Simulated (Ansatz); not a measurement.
Write a Python script for the Ansatz DFT code, driven from Python that makes the levels without and with spin-orbit coupling of BaTe, space group Pm-3m. Level of theory (first run): PBEsol, PAW, cutoff 320 eV, 3×3×3 k-points, fixed occupations.

```
Ba Te
1.0
     4.26247    0.00000    0.00000
     0.00000    4.26247    0.00000
     0.00000    0.00000    4.26247
Ba Te
1 1
Direct
  0.00000 0.00000 0.00000
  0.50000 0.50000 0.50000
```

The script, `bate.py`:
```python
import ansatz

system = (
    ansatz.Lattice.cubic(4.262466)
    .space_group(221)
    .atom('Ba', [0.0, 0.0, 0.0])
    .atom('Te', [0.5, 0.5, 0.5])
)

setup = (
    system.calculation()
    .occupations('fixed')
    .functional(ansatz.Functional.PBESOL)
    .basis(320)
    .mixing('msr1', beta=0.3)
    .scf(tolerance=1e-05, max_iterations=60)
    .kpoints(mesh=(3, 3, 3), shift=0.5)
    .band_table()
)
for label, variant in (('scalar-relativistic', setup), ('spin-orbit', setup.spin(soc=True))):
    data = variant.run().report
    zero = data['band_edges_ev'][0] if data.get('band_edges_ev') else data['fermi_energy_ev']
    near = [round(e - zero, 3) for e in data['eigenvalues_ev'][0] if abs(e - zero) < 3]
    print(label)
    print('  band edges (eV):', [round(e, 3) for e in data.get('band_edges_ev') or []] or 'none reported')
    print('  levels at k =', data['kpoints_frac'][0], 'within 3 eV of the zero:', near)
```

```console
$ python bate.py
DeckWarning: basis.ecutwfc = 320 eV is below the records' recommended 420 eV, and the density's cutoff is lower with it unless basis.ecutrho_ratio is high enough to keep the records' density cutoff: compare with a run at a higher cutoff
scalar-relativistic
  band edges (eV): [7.453, 9.81]
  levels at k = [0.16666666666666666, 0.16666666666666666, 0.16666666666666666] within 3 eV of the zero: [-0.866, -0.466, -0.466, 2.866, 2.866]
spin-orbit
  band edges (eV): [7.493, 9.806]
  levels at k = [0.16666666666666666, 0.16666666666666666, 0.16666666666666666] within 3 eV of the zero: [-1.123, -1.123, -0.562, -0.562, -0.29, -0.29, 2.78, 2.78, 2.87, 2.87]
```
(Warnings from the package without file and line.)

What to keep in mind:
- These settings explore the input space; cutoff and mesh may be short of convergence.
- The cutoff lies under the one recommended for these potentials.
- The computed bands are complete only to about 4.6 eV above the Fermi level.
- The k-point mesh is coarse, and energy and stress weren't tested for convergence.
- This mesh misses the zone centre, where many direct gaps lie, so the gap can be several times too large.
- This cell is a computed structure, which may not be the phase found in nature.
- Levels are Kohn-Sham eigenvalues on this mesh.
- With spin-orbit coupling each level holds one electron and, with inversion or at time-reversal points, comes in pairs; a window in energy can cut a split set.
- Finished in 2.8 s on 1 thread of Arm Neoverse V2, with other jobs on the host, peak memory 0.47 GiB.

(Lines on the test bed's own set-up are left out of the output.)
